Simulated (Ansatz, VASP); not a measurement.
# LiH: VASP beside Ansatz

```
CELL_PARAMETERS angstrom
3.25583 0.00000 0.00000
-1.62791 2.81963 0.00000
0.00000 0.00000 4.06844
ATOMIC_POSITIONS crystal
Li 0.33333 0.66667 0.93749
Li 0.66667 0.33333 0.43749
H 0.33333 0.66667 0.43751
H 0.66667 0.33333 0.93751
```

Alike in both runs: task single point; functional PBE; k mesh 12 × 12 × 6; no spin polarisation.

```csv
,VASP,Ansatz
version,VASP 6.6.1,Ansatz 0.2.0
potentials or method,"VASP PAW PBE potentials, release 64 (Li_sv, H)","plane waves, PAW"
plane-wave cutoff (eV),520,420
occupations,"gaussian, width 0.01 eV",fixed
valence electrons in the cell,8,8
```

|  | VASP | Ansatz | Ansatz less VASP |
| --- | --- | --- | --- |
| gap on the k mesh at the Fermi level (eV) | 1.83 | 1.84 | +0.006 |

Ansatz warned: «structure_snapped_to_symmetry».

 A k mesh can miss the band edges.
